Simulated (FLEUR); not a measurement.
# Zr (P6_3/mmc) in FLEUR: further runs, part 3 of 3

FLEUR MaX-R8.1 (later development tree). Earlier steps stand in the parts before.

## Step 5: Single point, PBE

inp.xml

```xml
<?xml version="1.0" encoding="UTF-8" standalone="no"?>
<fleurInput fleurInputVersion="0.39">
   <comment>
      Zr                                                                                                  
   </comment>
   <calculationSetup>
      <cutoffs Kmax="4.1" Gmax="12.7" GmaxXC="12.7" numbands="0"/>
      <scfLoop itmax="60" minDistance="0.00001" maxIterBroyd="15" imix="Anderson" alpha="0.05" precondParam="0.0" spinf="2.0"/>
      <coreElectrons ctail="T" frcor="F" kcrel="0" coretail_lmax="0"/>
      <xcFunctional name="pbe" relativisticCorrections="F"/>
      <magnetism jspins="1"/>
      <soc l_soc="F" theta="0.0" phi="0.0" spav="F"/>
      <expertModes spex="0" secvar="F"/>
      <geometryOptimization l_f="F" forcealpha="1.0" forcemix="BFGS" epsdisp="0.00001" epsforce="0.00001"/>
      <ldaU l_linMix="F" mixParam="0.05" spinf="1.0"/>
   </calculationSetup>
   <cell>
      <bzIntegration valenceElectrons="24.0" mode="hist" fermiSmearingEnergy="0.00183747">
         <kPointListSelection listName="default-1"/>
         <!-- k-points included here -->
         <xi:include xmlns:xi="http://www.w3.org/2001/XInclude" href="kpts.xml"> </xi:include>
      </bzIntegration>
      <!-- symmetry operations included here -->
      <xi:include xmlns:xi="http://www.w3.org/2001/XInclude" href="sym.xml"> </xi:include>
      <bulkLattice scale="1.0">
         <bravaisMatrix>
            <row-1>    6.1075948347072000     0.0000000000000000     0.0000000000000000</row-1>
            <row-2>   -3.0537974173536000     5.2893322828198945     0.0000000000000000</row-2>
            <row-3>    0.0000000000000000     0.0000000000000000     9.7264203633161994</row-3>
         </bravaisMatrix>
      </bulkLattice>
   </cell>
   <atomSpecies>
      <species name="Zirconium (Zr)" element="Zr" atomicNumber="40">
         <mtSphere radius="2.66" gridPoints="879" logIncrement="0.015"/>
         <atomicCutoffs lmax="10" lnonsphr="10"/>
         <electronConfig flipSpins="F">
            <coreConfig>(1s1/2) (2s1/2) (2p1/2) (2p3/2) (3s1/2) (3p1/2) (3p3/2) (3d3/2) (3d5/2)</coreConfig>
            <valenceConfig>(4s1/2) (4p1/2) (4p3/2) (5s1/2) (4d3/2) (4d5/2)</valenceConfig>
            <stateOccupation state="(4d3/2)" spinUp="0.400000" spinDown="0.400000"/>
            <stateOccupation state="(4d5/2)" spinUp="0.600000" spinDown="0.600000"/>
         </electronConfig>
         <energyParameters s="5" p="5" d="4" f="4"/>
         <lo type="SCLO" l="0" n="4" eDeriv="0"/>
         <lo type="SCLO" l="1" n="4" eDeriv="0"/>
         <lo type="SCLO" l="1" n="4" eDeriv="1"/>
         <lo type="SCLO" l="2" n="4" eDeriv="2"/>
         <lo type="SCLO" l="3" n="4" eDeriv="2"/>
      </species>
   </atomSpecies>
   <atomGroups>
      <atomGroup species="Zirconium (Zr)">
         <relPos label="                   1">-1.000/3.000 1.000/3.000 -1.000/4.000</relPos>
         <relPos label="                   2">1.000/3.000 -1.000/3.000 1.000/4.000</relPos>
         <force calculate="T" relaxXYZ="TTT"/>
      </atomGroup>
   </atomGroups>
   <output dos="F" band="F" slice="F">
      <checks vchk="F" cdinf="F"/>
      <bandDOS minEnergy="-.5*Htr" maxEnergy="0.5*Htr" sigma="0.015" storeEVData="T"/>
      <vacuumDOS vacdos="F" integ="F" star="F" nstars="0" locx1="0.0" locy1="0.0" locx2="0.0" locy2="0.0" nstm="0" tworkf="0.0"/>
      <unfoldingBand unfoldBand="F" supercellX="1" supercellY="1" supercellZ="1"/>
      <plotting iplot="0" polar="F">
         <plot TwoD="T" vec1="  1.0  0.0  0.0" vec2="  0.0  1.0  0.0" vec3="  0.0  0.0  1.0" zero="  0.0  0.0  0.0" file="plot"/>
      </plotting>
      <chargeDensitySlicing numkpt="0" minEigenval="0.0" maxEigenval="0.0" nnne="0" pallst="F"/>
      <specialOutput eonly="F"/>
      <magneticCircularDichroism mcd="F" energyLo="-10.0" energyUp="0.0"/>
   </output>
  <!-- We include the file relax.xml here to enable relaxations (see documentation) -->
  <xi:include xmlns:xi="http://www.w3.org/2001/XInclude" href="relax.xml"> <xi:fallback/> </xi:include>
</fleurInput>
```

crystal.txt

```
Zr
&input cartesian=F /
3.2320000000  0.0000000000  0.0000000000
-1.6160000000  2.7989941050  0.0000000000
0.0000000000  0.0000000000  5.1470000000
1.8897261246
1.0 1.0 1.0

2
40 0.6666666666  0.3333333332  0.7500000000
40 0.3333333332  0.6666666666  0.2500000000

&kpt div1=5 div2=5 div3=3 gamma=T /
```

Potentials or basis: all-electron, FLAPW.

Command:

```
inpgen -f crystal.txt -profile fastHighL; OMP_NUM_THREADS=2 fleur
```

The program printed:

```text
Welcome to FLEUR        (www.flapw.de)
      MaX-Release 8.1          (www.max-centre.eu)

 ========== k-point set info ==========
 Selected k-point list: default-1
 k-point list type: mesh
 5 x 5 x 3
 Number of k points: 10

 ------------Calculation Setup---------------------------
 Number of OMP-threads    :            2
 Number of basis functions:          443
 Approximate size of matrices (H+S) per k-point:         0.003 GB
 --------------------------------------------------------
 Iteration:     1   Distance:       4.31260307 me/bohr^3
 Iteration:     2   Distance:       3.98387601 me/bohr^3
 Iteration:     3   Distance:       1.44839857 me/bohr^3
 Iteration:     4   Distance:       0.50172011 me/bohr^3
 Iteration:     5   Distance:       0.35903862 me/bohr^3
 Iteration:     6   Distance:       0.04110757 me/bohr^3
 Iteration:     7   Distance:       0.03974661 me/bohr^3
 Iteration:     8   Distance:       0.00355931 me/bohr^3
 Iteration:     9   Distance:       0.00038986 me/bohr^3
 Iteration:    10   Distance:       0.00040107 me/bohr^3
 Iteration:    11   Distance:       0.00007096 me/bohr^3
 Iteration:    12   Distance:       0.00001210 me/bohr^3
 Iteration:    13   Distance:       0.00000967 me/bohr^3

 ********************************************************************
 Run finished successfully
 Stop message:
   all done
 ********************************************************************
```

out.xml (last iteration):

```text
<iteration numberForCurrentRun="   13" overallNumber="   13">
         <energyParameters units="Htr">
            <atomicEP atomType="1" spin="1" branch="5s" branchLowest="-1.36" branchHighest="2.07" value="0.2984404418"/>
            <atomicEP atomType="1" spin="1" branch="5p" branchLowest="-0.51" branchHighest="2.68" value="0.4105886908"/>
            <atomicEP atomType="1" spin="1" branch="4d" branchLowest="-5.81" branchHighest="0.81" value="0.4043389736"/>
            <atomicEP atomType="1" spin="1" branch="4f" branchLowest="-9.99" branchHighest="2.13" value="0.6625980259"/>
            <loAtomicEP atomType="1" spin="1" branch="4s" branchLowest="-14.26" branchHighest="-1.36" value="-1.3942600664"/>
            <loAtomicEP atomType="1" spin="1" branch="4p" branchLowest="-11.05" branchHighest="-0.51" value="-0.5895216844"/>
            <loAtomicEP atomType="1" spin="1" branch="4p" branchLowest="-11.05" branchHighest="-0.51" value="-0.5895216844"/>
            <loAtomicEP atomType="1" spin="1" branch="4d" branchLowest="-5.81" branchHighest="0.81" value="0.4031676518"/>
            <loAtomicEP atomType="1" spin="1" branch="4f" branchLowest="-9.99" branchHighest="2.13" value="0.6625961159"/>
         </energyParameters>
         <eigenvalues>
            <eigenvaluesAt spin="1" ikpt="1" k_x="0.00000000" k_y="0.00000000" k_z="0.00000000">
                      -1.3993747921       -1.3936828238       -0.6106956895       -0.5781577188       -0.5781577188
                      -0.5736835726       -0.5729446292       -0.5729446292        0.1876264615        0.2837715231
                       0.4269151751        0.4269151751        0.4321234588        0.4382409242        0.4523733148
                       0.4523733148        0.4732484698        0.4732484698        0.5577148379
            </eigenvaluesAt>
            <eigenvaluesAt spin="1" ikpt="2" k_x="0.00000000" k_y="0.00000000" k_z="0.33333333">
                      -1.3979710801       -1.3951253992       -0.6019079812       -0.5834373257       -0.5768649497
                      -0.5768649497       -0.5742585050       -0.5742585050        0.2194555954        0.2747306506
                       0.4001004238        0.4100148356        0.4196259070        0.4196259070        0.4336100238
                       0.4336100238        0.5123768385        0.5123768385        0.5572624434
            </eigenvaluesAt>
            <eigenvaluesAt spin="1" ikpt="3" k_x="0.00000000" k_y="0.20000000" k_z="0.00000000">
                      -1.3978443113       -1.3930986145       -0.6064494491       -0.5870137917       -0.5818799176
                      -0.5809637312       -0.5756448169       -0.5741918478        0.2256340266        0.3137800433
                       0.3803020349        0.3820790738        0.4259595889        0.4469930107        0.4491629620
                       0.4639758965        0.4719689896        0.4867481128        0.5753163085
            </eigenvaluesAt>
            <eigenvaluesAt spin="1" ikpt="4" k_x="0.00000000" k_y="0.20000000" k_z="0.33333333">
                      -1.3966703903       -1.3942976732       -0.6009555778       -0.5891601211       -0.5835547797
                      -0.5792929317       -0.5777452355       -0.5759073199        0.2518674155        0.3063213671
                       0.3593159691        0.3887726267        0.4037625160        0.4305539980        0.4423005846
                       0.4621414825        0.5071080594        0.5140659502        0.5596674520
            </eigenvaluesAt>
         </eigenvalues>
         <bandgap value="0.3082450619" units="eV"/>
         <sumValenceSingleParticleEnergies value="-9.9915107865" units="Htr"/>
         <FermiEnergy value="0.3904214268" units="Htr"/>
         <valenceDensity>
            <mtCharges spin="1">
               <mtCharge atomType="1" total="10.0906945" s="2.2836550" p="6.0820455" d="1.7038003" f="0.0187918"/>
            </mtCharges>
            <spinDependentCharge spin="1" total="24.0000000" interstitial="3.8186111" mtSpheres="20.1813889"/>
            <totalCharge value="24.0000000000"/>
         </valenceDensity>
         <coreStates atomType="     1" atomicNumber=" 40" spin="1" kinEnergy="   3650.3504629183" eigValSum="  -2123.4019286085" lostElectrons=" 0.000002">
            <state n="1" l="0" j="0.5" energy="-654.1637621108" weight="1.0000000000"/>
            <state n="2" l="0" j="0.5" energy="-90.0990728663" weight="1.0000000000"/>
            <state n="2" l="1" j="0.5" energy="-82.4227889195" weight="1.0000000000"/>
            <state n="2" l="1" j="1.5" energy="-79.2675522397" weight="2.0000000000"/>
            <state n="3" l="0" j="0.5" energy="-14.2566319604" weight="1.0000000000"/>
            <state n="3" l="1" j="0.5" energy="-11.3993156564" weight="1.0000000000"/>
            <state n="3" l="1" j="1.5" energy="-10.8970104955" weight="2.0000000000"/>
            <state n="3" l="2" j="1.5" energy="-5.8611079571" weight="2.0000000000"/>
            <state n="3" l="2" j="2.5" energy="-5.7693504687" weight="3.0000000000"/>
         </coreStates>
         <allElectronCharges>
            <spinDependentCharge spin="1" total="80.0000000" interstitial="3.8186149" mtSpheres="76.1813851"/>
            <totalCharge value="79.9999999951"/>
         </allElectronCharges>
         <totalEnergy                                    value="    -7198.4323015548" units="Htr">
            <sumOfEigenvalues                            value="    -4256.7953680036">
               <coreElectrons value="-4246.8038572171"/>
               <valenceElectrons value="-9.9915107865"/>
            </sumOfEigenvalues>
            <densityCoulombPotentialIntegral value="-11397.3822015744"/>
            <densityEffectivePotentialIntegral value="-11695.3641515789"/>
            <chargeDenXCDenIntegral value="-228.6909776198"/>
            <FockExchangeEnergyValence value="0.0000000000"/>
            <FockExchangeEnergyCore value="0.0000000000"/>
            <atomTypeDependentContributions atomType="1">
               <electronNucleiInteractionDifferentMTs value="8667.5217313565"/>
               <MadelungTerm value="-42.0972753666"/>
            </atomTypeDependentContributions>
            <tkbTimesEntropy value="0.0007105747"/>
            <freeEnergy value="-7198.4330121295"/>
            <extrapolationTo0K value="-7198.4326568422"/>
         </totalEnergy>
         <densityConvergence units="me/bohr^3">
            <chargeDensity spin="1" distance="0.0000096732"/>
         </densityConvergence>
      </iteration>
```

It took 9.6 s on 2 threads of AMD EPYC 7R13 (Zen 3), shared host; peak memory 0.05 GiB.

What came out:

| Quantity | Value |
| --- | --- |
| Free energy | -195879.3411 eV |
| Band gap on the k mesh | none (metal or under the smearing width) |
| Valence electrons inside the program's atomic spheres | Zr 10.09 (radii Zr 2.66 bohr) |

Levels at points of the mesh, in eV from the Fermi level:
| k point | band 10 | band 11 | band 12 | band 13 | band 14 | band 15 |
| --- | --- | --- | --- | --- | --- | --- |
| (0.00, 0.00, 0.00) | -2.90 | 0.99 | 0.99 | 1.13 | 1.30 | 1.69 |

Core levels (eV from the Fermi level):
```
atom                                                                                                                             levels
1 Zr  1s1/2 -17811.3, 2s1/2 -2462.3, 2p1/2 -2253.5, 2p3/2 -2167.6, 3s1/2 -398.6, 3p1/2 -320.8, 3p3/2 -307.1, 3d3/2 -170.1, 3d5/2 -167.6
2 Zr  1s1/2 -17811.3, 2s1/2 -2462.3, 2p1/2 -2253.5, 2p3/2 -2167.6, 3s1/2 -398.6, 3p1/2 -320.8, 3p3/2 -307.1, 3d3/2 -170.1, 3d5/2 -167.6
```

Caveat: the k mesh is coarse (spacing up to 0.45 Å⁻¹), so the values aren't converged.

## Step 6: Overview

```csv
level,cell,k mesh,max iterations,density convergence,mesh quality,gap on the mesh (eV)
PBEsol,as given,9 × 9 × 5,60,1e-05 me/bohr^3,not flagged,none
PBEsol,"atoms moved at random, drawn with an rms of 0.05 Å",9 × 9 × 5,60,1e-05 me/bohr^3,not flagged,none
HSE06,as given,5 × 5 × 3,30,0.0001 me/bohr^3,coarse,none
PBE,as given,5 × 5 × 3,60,1e-05 me/bohr^3,coarse,none
```

Alike in all rows: task single point; potentials or basis all-electron, FLAPW; no spin polarisation; smearing fermi-dirac 0.05 eV; kmax 4.1 1/bohr.

Caveats: some runs use coarse meshes; core states are solved in the semilocal potential (some runs).

Compare energies only between runs with the same functional and basis.
